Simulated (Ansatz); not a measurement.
## Sr: hydrostatic pressure series

Computed with Ansatz, DFT PBEsol, scalar-relativistic, plane waves, PAW. Settings: 420 eV cutoff, 12×12×6 k-mesh, Gaussian smearing of 0.10 eV, no spin polarisation.

The relaxed crystal:

```xyz
2
Lattice="4.1945 0.0000 0.0000 -2.0973 3.6326 0.0000 0.0000 0.0000 6.8785" Properties=species:S:1:pos:R:3 pbc="T T T"
Sr    0.0000    2.4217    1.7196
Sr    2.0973    1.2109    5.1589
```

Cell and atoms are relaxed at each pressure within the symmetry of the start, at zero temperature, so transitions that lower the symmetry aren't seen. The k-mesh given is that at zero pressure and may differ at others.

**Question.** Give the structure at 10 GPa.

**Answer.**
```xyz
2
Lattice="3.6051 0.0000 0.0000 -1.8025 3.1221 0.0000 0.0000 0.0000 5.9776" Properties=species:S:1:pos:R:3 pbc="T T T"
Sr    0.0000    2.0814    1.4944
Sr    1.8025    1.0407    4.4832
```
It takes space group P6_3/mmc (No. 194, hexagonal). Conventional cell: a = 3.605 Å, b = 3.605 Å, c = 5.978 Å, α = 90.00°, β = 90.00°, γ = 120.00°. Sr (site symmetry -6m2) is surrounded by 12 Sr at 3.61 to 3.64 Å.

This form isn't the element's structure at ambient conditions.